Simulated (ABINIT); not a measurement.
# InP (F-43m): G0W0 with ABINIT, start to end, part 3 of 3

Wanted: ground state, empty states, screening and self-energy for InP (F-43m).

ABINIT 10.8.3; LDA and many-body steps on it, plane waves. Known limits of the many-body steps: not at the basis limit; screening runs away on this mesh; no spin-orbit coupling; coarse k mesh.

So far. Step 4 (Empty states on the mesh, 4×4×4 mesh, 195 bands): On this mesh the gap is 0.457 eV. Step 5 (Screening, 4×4×4 mesh, 187 bands, screening to 179.6 eV): Local fields lower ε∞ by 6 %. The value itself is an artefact of the mesh, where one narrow direct gap carries too much weight.

**6. Self-energy, 4×4×4 mesh, 187 bands, screening to 179.6 eV**

The self-energy is evaluated for the states that the input lists, and the levels follow from it, in one-shot runs by the linearised quasiparticle equation.

This step: G0W0 on LDA, plane waves, norm-conserving pseudopotentials.

run.abi

```
acell 3*1.0 Angstrom
rprim 
  -0.000000000000 2.934350000000 2.934350000000
  2.934350000000 -0.000000000000 2.934350000000
  2.934350000000 2.934350000000 -0.000000000000
ntypat 2
znucl 49 15
natom 2
typat 1 2
xred 
  0.000000000000 0.000000000000 0.000000000000
  0.250000000000 0.250000000000 0.250000000000
pp_dirpath "pseudos"
pseudos "In.upf, P.upf"
ecut 33
ngkpt 4 4 4
nshiftk 1
shiftk 0 0 0
kptopt 1
chksymbreak 0
istwfk *1
occopt 1
irdwfk 1
optdriver 4
nband 187
gwcalctyp 0
ecutsigx 33
symsigma 1
nkptgw 8
kptgw 
  0.0000000000 0.0000000000 0.0000000000
  0.2500000000 0.0000000000 0.0000000000
  0.5000000000 0.0000000000 0.0000000000
  0.2500000000 0.2500000000 0.0000000000
  0.5000000000 0.2500000000 0.0000000000
  -0.2500000000 0.2500000000 0.0000000000
  0.5000000000 0.5000000000 0.0000000000
  -0.2500000000 0.5000000000 0.2500000000
bdgw 
  11 23
  11 23
  11 23
  11 23
  11 23
  11 23
  11 23
  11 23
ecuteps 6.6
irdscr 1
ppmodel 1
indata_prefix "in"
outdata_prefix "out"
tmpdata_prefix "tmp"
```

The run is started by

```sh
$ OMP_NUM_THREADS=1 mpirun -n 4 abinit run.abi > log
```

Numbers of over 12 decimals in the logs are rounded to 6 here.

What it wrote:

```text
.Version 10.8.3 of ABINIT. v10.8.2 released Aug 2026.

 Symmetries : space group F-4 3 m (#216); Bravais cF (face-center cubic)
[... echo of the input left out ...]
== DATASET  1 ==================================================================
-   mpi_nproc: 4, omp_nthreads: 1 (-1 if OMP is not activated)

--- !DatasetInfo
iteration_state: {dtset: 1, }
dimensions: {natom: 2, nkpt: 8, mband: 187, nsppol: 1, nspinor: 1, nspden: 1, mpw: 3119, }
cutoff_energies: {ecut:  33.0, pawecutdg:  -1.0, }
electrons: {nelect:   2.60000000E+01, charge:   0.00000000E+00, occopt:   1.00000000E+00, tsmear:   1.00000000E-02, }

 SIGMA: Calculation of the GW corrections

 Based on a program developped by R.W. Godby, V. Olevano, G. Onida, and L. Reining.
 Incorporated in ABINIT by V. Olevano, G.-M. Rignanese, and M. Torrent.
.Using double precision arithmetic ; gwpc =  8

[... cell and pseudopotentials left out ...]
--------------------------------------------------------------------------------

 ==== K-mesh for the wavefunctions ====
 Number of points in the irreducible wedge :     8
[... list of points left out ...]
 Together with 24 symmetry operations and time-reversal symmetry
 yields    64 points in the full Brillouin Zone.

 ==== Q-mesh for screening function ====
 Number of points in the irreducible wedge :     8
[... list of points left out ...]
 Together with 24 symmetry operations and time-reversal symmetry
 yields    64 points in the full Brillouin Zone.

 vcoul_init : cutoff-mode = AUXILIARY_FUNCTION
 q-points for optical limit:   1
     1)      0.000010    0.000020    0.000030
 setmesh: FFT mesh size selected  =    45x   45x   45
          total number of points  =        91125

 Number of electrons calculated from density =   26.0000; Expected =   26.0000
 average of density, n =  0.076245
 r_s =    1.4630
 omega_plasma =   26.6355 [eV]

 === KS Band Gaps ===
  >>>> For spin  1
   Minimum direct gap =   0.4573 [eV], located at k-point      :   0.0000  0.0000  0.0000
   Fundamental gap    =   0.4573 [eV], Top of valence bands at :   0.0000  0.0000  0.0000
                                       Bottom of conduction at :   0.0000  0.0000  0.0000
 SIGMA fundamental parameters:
 PLASMON POLE MODEL  1
 number of plane-waves for SigmaX                 3119
 number of plane-waves for SigmaC and W            283
 number of plane-waves for wavefunctions          3119
 number of bands                                   187
 number of independent spin polarizations            1
 number of spinorial components                      1
 number of k-points in IBZ                           8
 number of q-points in IBZ                           8
 number of symmetry operations                      24
 number of k-points in BZ                           64
 number of q-points in BZ                           64
 number of frequencies for dSigma/dE                 9
 frequency step for dSigma/dE [eV]                0.25
 number of omega for Sigma on real axis              0
 max omega for Sigma on real axis  [eV]           0.00
 zcut for avoiding poles [eV]                     0.10

 EPSILON^-1 parameters (SCR file):
 dimension of the eps^-1 matrix on file            283
 dimension of the eps^-1 matrix used               283
 number of plane-waves for wavefunctions          3119
 number of bands                                   187
 number of q-points in IBZ                           8
 number of frequencies                               2
 number of real frequencies                          1
 number of imag frequencies                          1

 matrix elements of self-energy operator (all in [eV])

 Perturbative Calculation

--- !SelfEnergy_ee
iteration_state: {dtset: 1, }
kpoint     : [   0.000,    0.000,    0.000, ]
spin       : 1
KS_gap     :    0.457
QP_gap     :    1.310
Delta_QP_KS:    0.853
data: !SigmaeeData |
     Band     E0 <VxcDFT>   SigX SigC(E0)      Z dSigC/dE  Sig(E)    E-E0       E
       11   4.737 -12.866 -14.742   1.027   0.774  -0.291 -13.523  -0.658   4.079
       12   4.737 -12.866 -14.742   1.027   0.774  -0.291 -13.523  -0.658   4.079
       13   4.737 -12.866 -14.742   1.027   0.774  -0.291 -13.523  -0.658   4.079
       14   5.194 -12.080  -7.881  -3.951   0.788  -0.268 -11.885   0.195   5.389
       15   8.694 -11.123  -6.361  -4.367   0.793  -0.261 -10.809   0.314   9.008
       16   8.694 -11.123  -6.361  -4.367   0.793  -0.261 -10.809   0.314   9.008
       17   8.694 -11.123  -6.361  -4.367   0.793  -0.261 -10.809   0.314   9.008
       18  12.991  -9.610  -3.869  -5.323   0.792  -0.263  -9.279   0.331  13.322
       19  14.145 -11.089  -5.362  -5.445   0.771  -0.298 -10.872   0.217  14.363
       20  14.145 -11.089  -5.362  -5.445   0.771  -0.298 -10.872   0.217  14.363
[...]
--- !SelfEnergy_ee
iteration_state: {dtset: 1, }
kpoint     : [   0.250,    0.000,    0.000, ]
spin       : 1
KS_gap     :    2.162
QP_gap     :    3.004
Delta_QP_KS:    0.841
data: !SigmaeeData |
     Band     E0 <VxcDFT>   SigX SigC(E0)      Z dSigC/dE  Sig(E)    E-E0       E
[...]
--- !SelfEnergy_ee
iteration_state: {dtset: 1, }
kpoint     : [   0.500,    0.000,    0.000, ]
spin       : 1
KS_gap     :    2.280
QP_gap     :    3.148
Delta_QP_KS:    0.868
data: !SigmaeeData |
     Band     E0 <VxcDFT>   SigX SigC(E0)      Z dSigC/dE  Sig(E)    E-E0       E
[...]
--- !SelfEnergy_ee
iteration_state: {dtset: 1, }
kpoint     : [   0.250,    0.250,    0.000, ]
spin       : 1
KS_gap     :    3.755
QP_gap     :    4.579
Delta_QP_KS:    0.824
data: !SigmaeeData |
     Band     E0 <VxcDFT>   SigX SigC(E0)      Z dSigC/dE  Sig(E)    E-E0       E
[...]
--- !SelfEnergy_ee
iteration_state: {dtset: 1, }
kpoint     : [   0.500,    0.250,    0.000, ]
spin       : 1
KS_gap     :    4.160
QP_gap     :    4.932
Delta_QP_KS:    0.771
data: !SigmaeeData |
     Band     E0 <VxcDFT>   SigX SigC(E0)      Z dSigC/dE  Sig(E)    E-E0       E
[...]
--- !SelfEnergy_ee
iteration_state: {dtset: 1, }
kpoint     : [  -0.250,    0.250,    0.000, ]
spin       : 1
KS_gap     :    3.886
QP_gap     :    4.738
Delta_QP_KS:    0.852
data: !SigmaeeData |
     Band     E0 <VxcDFT>   SigX SigC(E0)      Z dSigC/dE  Sig(E)    E-E0       E
[...]
--- !SelfEnergy_ee
iteration_state: {dtset: 1, }
kpoint     : [   0.500,    0.500,    0.000, ]
spin       : 1
KS_gap     :    3.948
QP_gap     :    4.642
Delta_QP_KS:    0.694
data: !SigmaeeData |
     Band     E0 <VxcDFT>   SigX SigC(E0)      Z dSigC/dE  Sig(E)    E-E0       E
[...]
--- !SelfEnergy_ee
iteration_state: {dtset: 1, }
kpoint     : [  -0.250,    0.500,    0.250, ]
spin       : 1
KS_gap     :    7.140
QP_gap     :    7.698
Delta_QP_KS:    0.558
data: !SigmaeeData |
     Band     E0 <VxcDFT>   SigX SigC(E0)      Z dSigC/dE  Sig(E)    E-E0       E
[...]
19  15.926 -12.024  -5.505  -6.208   0.739  -0.352 -11.794   0.230  16.156
       20  16.599  -9.907  -3.814  -6.109   0.747  -0.338  -9.918  -0.011  16.587
       21  16.717 -11.103  -4.441  -6.383   0.732  -0.366 -10.899   0.205  16.921
       22  19.104  -9.184  -2.762  -6.535   0.733  -0.365  -9.266  -0.082  19.022
       23  21.211 -11.369  -3.965  -7.596   0.697  -0.434 -11.503  -0.134  21.077

 New Fermi energy :        1.739838E-01 Ha ,    4.734341E+00 eV

 === QP Band Gaps ===
  >>>> For spin  1
   Minimum direct gap =   1.3101 [eV], located at k-point      :   0.0000  0.0000  0.0000
   Fundamental gap    =   1.3101 [eV], Top of valence bands at :   0.0000  0.0000  0.0000
                                       Bottom of conduction at :   0.0000  0.0000  0.0000

== END DATASET(S) ==============================================================
================================================================================

 -outvars: echo values of variables after computation  --------
           etotal      0.0000000000E+00
            nband         187
             nkpt           8
          spgroup         216
 [... the other variables as echoed above ...]

 Calculation completed.
```

Elapsed: 5.2 min, on 4 MPI ranks of Arm Neoverse V2, shared host; peak memory 1.3 GiB.

Numbers from this step:

- G0W0 gap on the mesh: 1.310 eV
- starting gap on the mesh: 0.4573 eV
- k of the valence top: 0, 0, 0
- k of the conduction bottom: 0, 0, 0
- Z at the valence top: 0.774
- Z at the conduction bottom: 0.788
- least direct G0W0 gap on the computed points: 1.310 eV

The gap on the mesh goes from 0.46 eV to 1.31 eV, a correction of +0.85 eV.

Limits: finite bands, cutoff and mesh; no spin-orbit coupling; coarse k mesh. v1 is the top filled band, c1 the lowest empty one. The levels before and after the correction (eV, zero at the valence-band top of each column):

```csv
,conduction bottom,valence top
Kohn-Sham,0.46,0.00
G0W0,1.31,0.00
```

```
             level  energy (eV)
Kohn-Sham  Γ v3-v1        0.000
Kohn-Sham     Γ c1        0.457
Kohn-Sham  Γ c2-c4        3.957
     G0W0  Γ v3-v1        0.000
     G0W0     Γ c1        1.310
     G0W0  Γ c2-c4        4.929
```

**7. Where the time went**

Times are wall times on 4 MPI ranks of Arm Neoverse V2, shared host, good to a factor of about two.

| step | time | share | memory (GiB) |
| --- | --- | --- | --- |
| ground state | 10 s | 2 % | 0.32 |
| bands along the symmetry lines | 14 s | 3 % | 0.31 |
| empty states on the mesh | 46 s | 10 % | 2.3 |
| screening | 58 s | 13 % | 1.2 |
| self-energy | 5.2 min | 71 % | 1.3 |

**8. Summary of results**

- LDA gap: 0.46 eV, direct
- G0W0 gap on the mesh: 1.31 eV
- GW settings: 4×4×4 mesh, 187 bands, screening to 179.6 eV, Godby-Needs plasmon pole
- known limits: not at the basis limit; screening runs away on this mesh; no spin-orbit coupling; coarse k mesh

In words: G0W0 moves the gap on the mesh from 0.46 eV to 1.31 eV (+0.85 eV), with Z of 0.77 and 0.79 at the edges. Local fields lower the RPA ε∞ on this mesh from 133.14 to 125.34; a Γ-centred mesh this coarse tends to raise both, most where the direct gap is narrow, while a short band sum lowers them. The dearest step here is «self-energy». Bands and cutoff are finite, so the gap is not at the basis limit. The miss can reach some tenths of an eV and take either sign; the mesh is an error of its own. The 4×4×4 mesh is coarse for this cell, which bears on the long-range parts of exchange and screening. On this mesh the RPA ε∞ passes 90, more than nearly any semiconductor shows; a coarse mesh does this where one point with a narrow direct gap carries much weight. The screening is then too strong, and the G0W0 gap should not be taken as the material's. The many-body steps are scalar-relativistic: spin-orbit coupling is not in them.

[Paths, hosts, dates, memory and timing lines, banners, echoed tables and standing remarks are left out of the program output.]

[Logs are printed without paths, hosts, clocks, repeated set-up lines and the standing remarks that a program may print on its own settings, such as how far it seeks lower states.]

[Runs of the session that timed out or met a known fault of the program may be left out.]

[Hosts, paths, dates, database ids (printed as entryN), source tags and the programs' standing remarks are cut or masked in the printed files.]

[G0W0 gaps are taken among the corrected bands and points alone; a level outside them can change the order at an edge.]

[Where Ansatz stands beside ABINIT at settings called matched, ABINIT's density can come from a denser mesh and the files from another edition; pairs whose starting gaps differed by over 0.03 eV were left out, so agreement reads better than it is.]
